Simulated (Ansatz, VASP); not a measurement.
Al2O3 in VASP and in Ansatz

File INCAR:

```
SYSTEM = Al2O3
PREC = Accurate
ENCUT = 520
EDIFF = 1E-8
ISMEAR = -1
SIGMA = 0.02
LREAL = Auto
LASPH = .True.
NELM = 100
ALGO = Normal
ISIF = 2
LWAVE = .False.
LCHARG = .False.
GGA = PE
LEFG = .True.
NBANDS = 64
```

File KPOINTS:

```
Automatic mesh
0
Gamma
  8 8 4
  0 0 0
```

Contents of POSCAR:

```
Al2O3
1.0
    4.7930512577      0.0000000000      0.0000000000
   -2.3965256288      4.1509041508      0.0000000000
    0.0000000000      0.0000000000      8.9666466600
Al O
8 12
Direct
    0.3333333333      0.6666666667      0.9628167200
    0.3333333333      0.6666666667      0.2500000000
    0.0000000000      0.0000000000      0.0000000000
    0.0000000000      0.0000000000      0.5000000000
    0.3333333333      0.6666666667      0.5371832800
    0.6666666667      0.3333333333      0.0371832800
    0.6666666667      0.3333333333      0.7500000000
    0.6666666667      0.3333333333      0.4628167200
    0.0318230633      0.6766458267      0.1119598200
    0.9681769367      0.6448227633      0.6119598200
    0.0318230633      0.3551772367      0.3880401800
    0.9681769367      0.3233541733      0.8880401800
    0.3233541733      0.3551772367      0.1119598200
    0.3551772367      0.3233541733      0.6119598200
    0.3233541733      0.9681769367      0.3880401800
    0.3551772367      0.0318230633      0.8880401800
    0.6448227633      0.6766458267      0.3880401800
    0.6766458267      0.6448227633      0.8880401800
    0.6448227633      0.9681769367      0.1119598200
    0.6766458267      0.0318230633      0.6119598200
```

Input for Ansatz:

```yaml
crystal:
  lattice:
    - [4.7930512577, 0.0, 0.0]
    - [-2.3965256288, 4.1509041508, 0.0]
    - [0.0, 0.0, 8.96664666]
  atoms:
    - { symbol: Al, position: [0.3333333333, 0.6666666667, 0.96281672] }
    - { symbol: Al, position: [0.3333333333, 0.6666666667, 0.25] }
    - { symbol: Al, position: [0.0, 0.0, 0.0] }
    - { symbol: Al, position: [0.0, 0.0, 0.5] }
    - { symbol: Al, position: [0.3333333333, 0.6666666667, 0.53718328] }
    - { symbol: Al, position: [0.6666666667, 0.3333333333, 0.03718328] }
    - { symbol: Al, position: [0.6666666667, 0.3333333333, 0.75] }
    - { symbol: Al, position: [0.6666666667, 0.3333333333, 0.46281672] }
    - { symbol: O, position: [0.0318230633, 0.6766458267, 0.11195982] }
    - { symbol: O, position: [0.9681769367, 0.6448227633, 0.61195982] }
    - { symbol: O, position: [0.0318230633, 0.3551772367, 0.38804018] }
    - { symbol: O, position: [0.9681769367, 0.3233541733, 0.88804018] }
    - { symbol: O, position: [0.3233541733, 0.3551772367, 0.11195982] }
    - { symbol: O, position: [0.3551772367, 0.3233541733, 0.61195982] }
    - { symbol: O, position: [0.3233541733, 0.9681769367, 0.38804018] }
    - { symbol: O, position: [0.3551772367, 0.0318230633, 0.88804018] }
    - { symbol: O, position: [0.6448227633, 0.6766458267, 0.38804018] }
    - { symbol: O, position: [0.6766458267, 0.6448227633, 0.88804018] }
    - { symbol: O, position: [0.6448227633, 0.9681769367, 0.11195982] }
    - { symbol: O, position: [0.6766458267, 0.0318230633, 0.61195982] }
kpoints:
  mp_grid: { grid: [8, 8, 4] }
scf:
  occupations: { method: fermi_dirac, width: 0.02 }
  mixing: { algorithm: msr1, beta: 0.2 }
hamiltonian:
  xc: pbe
  pseudopotentials: { kind: paw }
output:
  forces: true
  stress: true
  populations: true
  efg:
    quadrupole_moments_barn: { Al: 0.1466, O: -0.02558 }
    contact_densities: true
```

Measurements of this composition are mostly on another form, of space group No. 167.

Alike in both runs: task electric field gradients; functional PBE; k mesh 8 × 8 × 4; occupations fermi-dirac, width 0.02 eV; no spin polarisation.

|  | VASP | Ansatz |
| --- | --- | --- |
| version | VASP 6.6.1 | Ansatz 0.2.0 |
| potentials or method | VASP PAW PBE potentials, release 64 (Al, O) | plane-wave PAW, scalar-relativistic |
| plane-wave cutoff (eV) | 520 | 420 |
| valence electrons in the cell | 96 | 96 |

|  | VASP | Ansatz | Ansatz less VASP |
| --- | --- | --- | --- |
| gap on the k mesh at the Fermi level (eV) | 5.90 | 5.91 | +0.004 |
| pressure (GPa) | 7.9 | 8.0 | +0.06 |
| largest component of the traceless stress (GPa) | 0.24 | 0.17 | -0.069 |
| rms of the force components (eV/Å) | 0.116 | 0.117 | +0.0004 |
| Vzz of the field gradient on the site that differs most (V/Å²) | -14.1 | -9.7 | +4.36 |

Atom by atom the forces differ by 0.006 eV/Å (rms over components).

A k mesh can miss the band edges. As with any semilocal functional, this PBE gap is likely too small.
